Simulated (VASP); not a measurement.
# TiO2 (P4_2/mnm) in VASP: a series of runs, part 2 of 2

VASP 6.6.1. The steps go on from the part before.

**3. Relaxation of cell and atoms, r2SCAN+rVV10**

INCAR

```
PREC     = Accurate       # precision mode
ENCUT    = 600            # plane-wave cutoff, eV
EDIFF    = 1E-7           # SCF threshold, eV
ISMEAR   = 0              # smearing method
SIGMA    = 0.03           # smearing width, eV
LREAL    = False          # projectors in reciprocal space
LASPH    = True           # aspherical terms in the spheres
NELM     = 80             # most SCF steps
ALGO     = Normal         # electronic algorithm
ISIF     = 3              # what is computed and relaxed
LWAVE    = False          # write WAVECAR
LCHARG   = False          # write CHGCAR
METAGGA  = R2SCAN         # meta-GGA
LMIXTAU  = True         
LUSE_VDW = True         
IVDW_NL  = 2            
BPARAM   = 11.95        
CPARAM   = 0.0093       
IBRION   = 2              # ionic algorithm
NSW      = 90             # ionic steps
EDIFFG   = -0.005         # ionic threshold
KPAR     = 2
```

KPOINTS

```
regular mesh
0
Gamma
  6 6 10
```

POSCAR

```
TiO2                                    
1.0
    4.5887430139     -0.0000000000      0.0000000000
    0.0000000000      4.5887430139      0.0000000000
    0.0000000000      0.0000000000      2.9580212053
  Ti              O             
     2     4
Direct
     0.0000000000000000    0.0000000000000000    0.0000000000000000
     0.5000000000000000    0.5000000000000000    0.5000000000000000
     0.3042578633739124    0.3042578633739124    1.0000000000000000
     0.1957421366260876    0.8042578633739124    0.5000000000000000
     0.6957421366260876    0.6957421366260876    0.0000000000000000
     0.8042578633739124    0.1957421366260876    0.5000000000000000
```

Potentials or basis: VASP PAW PBE potentials, release 64 (Ti_sv, O).

Launch:

```console
cat potpaw_PBE.64/Ti_sv/POTCAR potpaw_PBE.64/O/POTCAR > POTCAR
mpirun -np 2 vasp_std > vasp.out
```

OUTCAR:

```text
PREC = Accurate
   ENCUT = 600
   EDIFF = 1E-7
   ISMEAR = 0
   LREAL = False
   LASPH = True
   NELM = 80
   ISIF = 3
   METAGGA = R2SCAN
   IVDW_NL = 2
   BPARAM = 11.95
   IBRION = 2
   NSW = 90
   EDIFFG = -0.005

 ion  position               nearest neighbor table
   1  0.000  0.000  0.000-   4 1.95   6 1.95   4 1.95   6 1.95   5 1.97   3 1.97
   2  0.500  0.500  0.500-   3 1.95   5 1.95   3 1.95   5 1.95   4 1.97   6 1.97
   3  0.304  0.304  0.000-   2 1.95   2 1.95   1 1.97
   4  0.196  0.804  0.500-   1 1.95   1 1.95   2 1.97
   5  0.696  0.696  0.000-   2 1.95   2 1.95   1 1.97
   6  0.804  0.196  0.500-   1 1.95   1 1.95   2 1.97

  LATTYP: Found a simple tetragonal cell.
 ALAT       =     4.5887430139
 C/A-ratio  =     0.6446255971

  Lattice vectors:

 A1 = (   4.5887430139,   0.0000000000,   0.0000000000)
[... 279 lines left out ...]
  free energy    TOTEN  =       -68.58740071 eV

  energy without entropy =      -68.58740071  energy(sigma->0) =      -68.58740071

 E-fermi :   4.8816     XC(G=0): -12.2351

 val. band max:        4.5777746319   @ k =   0.0000   0.0000   0.0000
 cond. band min:       6.7922981949   @ k =   0.0000   0.0000   0.0000
 fundamental gap:      2.2145235630
 Fermi energy:         4.8816018577

 k-point     1 :       0.0000    0.0000    0.0000
  band No.  band energies     occupation
      1     -54.5607      2.00000
      2     -54.5424      2.00000
      3     -29.8325      2.00000
      4     -29.8325      2.00000
      5     -29.6525      2.00000
      6     -29.6525      2.00000
[... 733 lines left out ...]
     27       8.0736      0.00000
     28       8.0736      0.00000

 [... further k-points ...]

------------------------ aborting loop because EDIFF is reached ----------------------------------------

  FORCE on cell =-STRESS in cart. coord.  units (eV):
  Direction    XX          YY          ZZ          XY          YZ          ZX
  --------------------------------------------------------------------------------------
  -------------------------------------------------------------------------------------
  Total        0.0038895      0.0038895      0.0218940      0.0000000      0.0000000      0.0000000
  in kB        0.1000919      0.1000919      0.5634201      0.0000000      0.0000000      0.0000000
  external PRESSURE =       0.2545347 kB  Pullay stress =       0.0000000 kB
[... 21 lines left out ...]
  FREE ENERGIE OF THE ION-ELECTRON SYSTEM (eV)
  ---------------------------------------------------
  free  energy   TOTEN  =       -68.5874007106 eV

  energy  without entropy=      -68.5874007106  energy(sigma->0) =      -68.58740071

 reached required accuracy - stopping structural energy minimisation
```

Wall time 12 min (2 MPI ranks of Intel Xeon Platinum 8488C (Sapphire Rapids), shared host); peak memory 0.41 GiB.

What came out:

```
Free energy                            : -68.5874 eV
Relaxed volume                         : 10.38 Å³/atom
Relaxed cell                           : a = 4.588 Å, b = 4.588 Å, c = 2.958 Å, α = 90.00°, β = 90.00°, γ = 90.00°
Space group after relaxing (to 0.05 Å) : P4_2/mnm (No. 136)
Energy gained by relaxing              : 0.0 meV/atom
Ionic steps                            : 3
Pressure after relaxing                : 0.0 GPa
Band gap on the k mesh                 : 2.21 eV, direct
```

Forces on the atoms (eV/Å):
```
Ti   0.000  0.000  0.000
Ti   0.000  0.000  0.000
O   -0.002 -0.002  0.000
O    0.002 -0.002  0.000
O    0.002  0.002  0.000
O   -0.002  0.002  0.000
```

Final structure:
```yaml
crystal:
  lattice:
    - [4.58800, 0.00000, 0.00000]
    - [0.00000, 4.58800, 0.00000]
    - [0.00000, 0.00000, 2.95772]
  atoms:
    - { symbol: Ti, position: [0.00000, 0.00000, 0.00000] }
    - { symbol: Ti, position: [0.50000, 0.50000, 0.50000] }
    - { symbol: O, position: [0.30426, 0.30426, 0.00000] }
    - { symbol: O, position: [0.19574, 0.80426, 0.50000] }
    - { symbol: O, position: [0.69574, 0.69574, 0.00000] }
    - { symbol: O, position: [0.80426, 0.19574, 0.50000] }
```

Caveat: the PAW data sets were made with another functional, which shifts forces and pressure a little. A k mesh can miss the band edges.

**4. Relaxation of cell and atoms, rev-vdW-DF2**

INCAR

```
SYSTEM = TiO2
  PREC = Accurate
  ENCUT = 600
  EDIFF = 1E-6
  ISMEAR = 0
  SIGMA = 0.03
  LREAL = .False.
  LASPH = .True.
  NELM = 80
  ALGO = Normal
  ISIF = 3
  LWAVE = .False.
  LCHARG = .False.
  GGA = MK
  LUSE_VDW = .True.
  AGGAC = 0.0
  PARAM1 = 0.1234
  PARAM2 = 0.711357
  ZAB_VDW = -1.8867
  IBRION = 2
  NSW = 90
  EDIFFG = -0.01
  KPAR = 2
```

KPOINTS

```
regular mesh
0
Gamma
  6 6 10
  0 0 0
```

POSCAR

```
TiO2
1.0
    4.5922000000      0.0000000000      0.0000000000
    0.0000000000      4.5922000000      0.0000000000
    0.0000000000      0.0000000000      2.9574000000
Ti O
2 4
Direct
    0.0000000000      0.0000000000      0.0000000000
    0.5000000000      0.5000000000      0.5000000000
    0.3049600000      0.3049600000      0.0000000000
    0.1950400000      0.8049600000      0.5000000000
    0.6950400000      0.6950400000      0.0000000000
    0.8049600000      0.1950400000      0.5000000000
```

Launch:

```console
cat potpaw_PBE.64/Ti_sv/POTCAR potpaw_PBE.64/O/POTCAR > POTCAR
mpirun -np 2 vasp_std > vasp.out
```

Wall time 5.2 min (2 MPI ranks of Intel Xeon Platinum 8488C (Sapphire Rapids), shared host); peak memory 0.48 GiB.

The run converged. Its results:

```yaml
Free_energy: -43.7117 eV
Relaxed_volume: 10.50 Å³/atom
Relaxed_cell: a = 4.613 Å, b = 4.613 Å, c = 2.962 Å, α = 90.00°, β = 90.00°, γ = 90.00°
Space_group_after_relaxing_to_0.05_Å: P4_2/mnm (No. 136)
Energy_gained_by_relaxing: 1.1 meV/atom
Ionic_steps: 5
Pressure_after_relaxing: 0.0 GPa
Largest_force_after_relaxing: 0.005 eV/Å
Band_gap_on_the_k_mesh: 1.80 eV, direct
```

Forces on the atoms (eV/Å):
```
Ti   0.000  0.000  0.000
Ti   0.000  0.000  0.000
O   -0.003 -0.003  0.000
O    0.003 -0.003  0.000
O    0.003  0.003  0.000
O   -0.003  0.003  0.000
```

Stress tensor (GPa, compression positive):
```
 0.10  0.00  0.00
 0.00  0.10  0.00
 0.00  0.00 -0.14
```

The path:
```csv
step,energy change (eV),largest force (eV/Å),pressure (GPa),volume (Å³)
1,0.0000,0.1428,2.63,62.37
2,0.0037,0.1111,-3.40,63.92
3,-0.0064,0.0261,-0.12,63.05
4,-0.0064,0.0282,-0.07,63.03
5,-0.0069,0.0048,0.02,63.02
```

Final structure:
```xyz
6
Lattice="4.6129 0.0000 0.0000 0.0000 4.6129 0.0000 0.0000 0.0000 2.9617" Properties=species:S:1:pos:R:3 pbc="T T T"
Ti    4.6129    4.6129    0.0000
Ti    2.3065    2.3065    1.4808
O     1.4037    1.4037    0.0000
O     0.9028    3.7102    1.4808
O     3.2092    3.2092    2.9617
O     3.7102    0.9028    1.4808
```

Levels at points of the mesh, in eV from the valence-band top:
```tsv
k point	band 20	band 21	band 22	band 23	band 24	band 25	band 26	band 27	band 28
(0.00, 0.00, 0.00)	-1.97	-0.70	-0.46	-0.46	0.00	1.80	2.09	2.33	2.43
(0.50, 0.00, 0.00)	-3.04	-1.63	-1.63	-0.74	-0.74	2.46	2.46	2.95	2.95
(0.50, 0.50, 0.00)	-2.18	-1.30	-1.30	-1.08	-1.08	1.84	1.84	2.45	2.45
(0.00, 0.00, 0.50)	-2.76	-2.36	-2.36	-1.42	-1.42	2.90	2.90	3.11	3.11
(0.50, 0.00, 0.50)	-2.37	-2.02	-2.02	-1.03	-1.03	1.85	1.85	3.13	3.13
(0.50, 0.50, 0.50)	-2.73	-1.28	-1.28	-0.67	-0.67	2.53	2.53	3.13	3.13
```

Caveat: the PAW data sets were made with another functional, which shifts forces and pressure a little. Zero-point motion and thermal expansion aren't in these numbers.

**5. Relaxation of cell and atoms, rev-vdW-DF2**

This run uses another cell than the first one, of 10.50 Å³/atom, 1.011 times its volume.

Changes to INCAR since step 4:

```diff
@@ -3,3 +3,3 @@
   ENCUT = 600
-  EDIFF = 1E-6
+  EDIFF = 1E-7
   ISMEAR = 0
@@ -21,3 +21,3 @@
   NSW = 90
-  EDIFFG = -0.01
+  EDIFFG = -0.005
   KPAR = 2
```

KPOINTS is that of step 4.

POSCAR

```
TiO2                                    
1.0
    4.6129182553     -0.0000000000      0.0000000000
    0.0000000000      4.6129182553      0.0000000000
    0.0000000000      0.0000000000      2.9616940031
  Ti              O             
     2     4
Direct
     1.0000000000000000    1.0000000000000000    0.0000000000000000
     0.5000000000000000    0.5000000000000000    0.5000000000000000
     0.3042965395624648    0.3042965395624648    0.0000000000000000
     0.1957034604375352    0.8042965395624648    0.5000000000000000
     0.6957034604375352    0.6957034604375352    1.0000000000000000
     0.8042965395624648    0.1957034604375352    0.5000000000000000
```

Launch:

```console
cat potpaw_PBE.64/Ti_sv/POTCAR potpaw_PBE.64/O/POTCAR > POTCAR
mpirun -np 2 vasp_std > vasp.out
```

Wall time 2.6 min (2 MPI ranks of Intel Xeon Platinum 8488C (Sapphire Rapids), shared host); peak memory 0.48 GiB.

The run converged. Its results:

* Free energy: -43.7134 eV
* Relaxed volume: 10.51 Å³/atom
* Relaxed cell: a = 4.614 Å, b = 4.614 Å, c = 2.961 Å, α = 90.00°, β = 90.00°, γ = 90.00°
* Space group after relaxing (to 0.05 Å): P4_2/mnm (No. 136)
* Energy gained by relaxing: 0.0 meV/atom
* Ionic steps: 2
* Pressure after relaxing: 0.0 GPa
* Band gap on the k mesh: 1.80 eV, direct

Final structure:
```
Ti O
1.0
     4.61438    0.00000    0.00000
     0.00000    4.61438    0.00000
     0.00000    0.00000    2.96052
Ti O
2 4
Direct
  0.00000 0.00000 0.00000
  0.50000 0.50000 0.50000
  0.30426 0.30426 0.00000
  0.19574 0.80426 0.50000
  0.69574 0.69574 0.00000
  0.80426 0.19574 0.50000
```

Levels at points of the mesh, in eV from the valence-band top:
| k point | band 22 | band 23 | band 24 | band 25 | band 26 | band 27 |
| --- | --- | --- | --- | --- | --- | --- |
| (0.00, 0.00, 0.00) | -0.46 | -0.46 | 0.00 | 1.80 | 2.08 | 2.34 |
| (0.50, 0.00, 0.00) | -1.62 | -0.73 | -0.73 | 2.46 | 2.46 | 2.95 |
| (0.50, 0.50, 0.00) | -1.29 | -1.08 | -1.08 | 1.84 | 1.84 | 2.46 |
| (0.00, 0.00, 0.50) | -2.35 | -1.42 | -1.42 | 2.90 | 2.90 | 3.12 |
| (0.50, 0.00, 0.50) | -2.02 | -1.03 | -1.03 | 1.85 | 1.85 | 3.14 |
| (0.50, 0.50, 0.50) | -1.28 | -0.67 | -0.67 | 2.53 | 2.53 | 3.13 |

Caveat: the PAW data sets were made with another functional, which shifts forces and pressure a little.
